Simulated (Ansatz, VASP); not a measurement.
## Os in VASP and in Ansatz

The input POSCAR:

```
Os
1.0
    0.0000000000      1.9450000000      1.9450000000
    1.9450000000      0.0000000000      1.9450000000
    1.9450000000      1.9450000000      0.0000000000
Os
1
Direct
    0.0000000000      0.0000000000      0.0000000000
```

Contents of INCAR.step1:

```
PREC     = Accurate       # precision mode
ENCUT    = 520            # plane-wave cutoff, eV
ISMEAR   = 1              # smearing method
SIGMA    = 0.05           # smearing width, eV
LREAL    = False          # projectors in reciprocal space
LASPH    = True           # aspherical terms in the spheres
NELM     = 80             # most SCF steps
NBANDS   = 10             # bands
GGA      = PE             # functional
ALGO     = Normal         # electronic algorithm
EDIFF    = 1E-4           # SCF threshold, eV
LWAVE    = True           # write WAVECAR
LCHARG   = False          # write CHGCAR
```

File INCAR.step2:

```
PREC     = Accurate       # precision mode
ENCUT    = 520            # plane-wave cutoff, eV
EDIFF    = 1E-6           # SCF threshold, eV
ISMEAR   = 1              # smearing method
SIGMA    = 0.05           # smearing width, eV
LREAL    = False          # projectors in reciprocal space
LASPH    = True           # aspherical terms in the spheres
NELM     = 80             # most SCF steps
ALGO     = Normal         # electronic algorithm
ISIF     = 2              # what is computed and relaxed
LWAVE    = False          # write WAVECAR
LCHARG   = True           # write CHGCAR
METAGGA  = R2SCAN         # meta-GGA
LMIXTAU  = True         
IVDW     = 13             # dispersion correction
VDW_S6   = 1.0          
VDW_S8   = 0.6018749    
VDW_A1   = 0.51559235   
VDW_A2   = 5.77342911   
LELF     = True           # ELF
LVHAR    = True         
NBANDS   = 10             # bands
ISTART   = 1
```

Contents of KPOINTS:

```
Automatic mesh
0
Gamma
  12 12 12
```

Contents of input.yaml:

```yaml
crystal:
  lattice:
    - [0.0, 1.945, 1.945]
    - [1.945, 0.0, 1.945]
    - [1.945, 1.945, 0.0]
  atoms:
    - { symbol: Os, position: [0.0, 0.0, 0.0] }
hamiltonian:
  xc: r2scan
  pseudopotentials: { kind: paw }
  dispersion: d4
kpoints:
  mp_grid: { grid: [12, 12, 12] }
  band_path:
    path:
      - [[0.0, 0.0, 0.0], [0.5, 0.0, 0.5], [0.5, 0.25, 0.75], [0.375, 0.375, 0.75], [0.0, 0.0, 0.0], [0.5, 0.5, 0.5], [0.625, 0.25, 0.625], [0.5, 0.25, 0.75], [0.5, 0.5, 0.5], [0.375, 0.375, 0.75]]
      - [[0.625, 0.25, 0.625], [0.5, 0.0, 0.5]]
    npoints: 14
scf:
  occupations: { method: methfessel_paxton, width: 0.05 }
  n_extra_bands: 6
output:
  forces: true
  stress: true
  eigenvalues: true
  fatbands: false
```

This isn't the form of Os at room conditions, which is hcp.

Alike in both runs: functional r2SCAN; dispersion D4; k mesh 12 × 12 × 12; occupations methfessel-paxton of order 1, width 0.05 eV; no spin polarisation.

```csv
,VASP,Ansatz
version,VASP 6.6.1,Ansatz 0.2.0
potentials or method,"VASP PAW PBE potentials, release 64 (Os)",Ansatz PAW
plane-wave cutoff (eV),520,500
valence electrons in the cell,8,16
task,single point,band structure
```

```csv
,VASP,Ansatz,Ansatz less VASP
gap on the k mesh at the Fermi level (eV),none,none,-
pressure (GPa),-18.7,-19.3,-0.56
dispersion energy (meV/atom),-210.1,-210.1,0.00
```

A gap of «none» marks a metal or a gap that the smearing closes. The two sets of potentials don't hold the same shells in valence.

Caveats: so large a pressure means that the cell lies far from this level's equilibrium, or that cutoff or potentials fall short; pairwise dispersion overbinds metals, which lowers pressure and volume; the potentials were made for another functional, which shifts forces and pressure (VASP); spin-orbit coupling is left out, which moves the levels of the heavy elements (Ansatz); the PAW data sets come from PBE, with cores solved anew for the run's functional, which leaves a small shift of forces and pressure (Ansatz). Spin-orbit coupling is left out, which matters for the levels of Os.
